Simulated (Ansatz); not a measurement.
**Relaxing silver (dhcp (4H))**

Theory: DFT, revPBE, plane waves (420 eV) with PAW, scalar-relativistic (Ansatz). The PAW files were generated under PBE, with cores re-solved for the functional.

k-point mesh 13×13×3, Fermi-Dirac smearing 0.1 eV, no spin polarisation. Cell and atoms relax.

Starting structure:

```
Ag
1.0
     2.88620    0.00000    0.00000
    -1.44310    2.49952    0.00000
     0.00000    0.00000   10.00000
Ag
4
Direct
  0.33333 0.66667 0.25000
  0.66667 0.33333 0.75000
  0.00000 0.00000 0.00000
  0.00000 0.00000 0.50000
```

Task: What cell does the relaxation end in?

Result: P6_3/mmc with a = 2.955 Å, c = 9.752 Å (c/a = 3.300); 18.44 Å³ per atom against 18.04 at the start (2.2 %).

Task: How much energy does the relaxation gain?

Result: 10.3 meV per atom.

Path of the relaxation (the plane waves are chosen anew near the end, which can shift the energy a little):

| step | E − E(final) (meV/atom) | V (Å³/atom) | P (GPa) | max force (eV/Å) |
| --- | --- | --- | --- | --- |
| 0 | 10.33 | 18.035 | 2.18 | 0.000 |
| 1 | 1.69 | 18.768 | -1.31 | 0.000 |
| 2 | 0.18 | 18.483 | -0.19 | 0.000 |
| 3 | 0.13 | 18.436 | 0.01 | 0.000 |
| 4 | 0.00 | 18.436 | 0.00 | 0.000 |
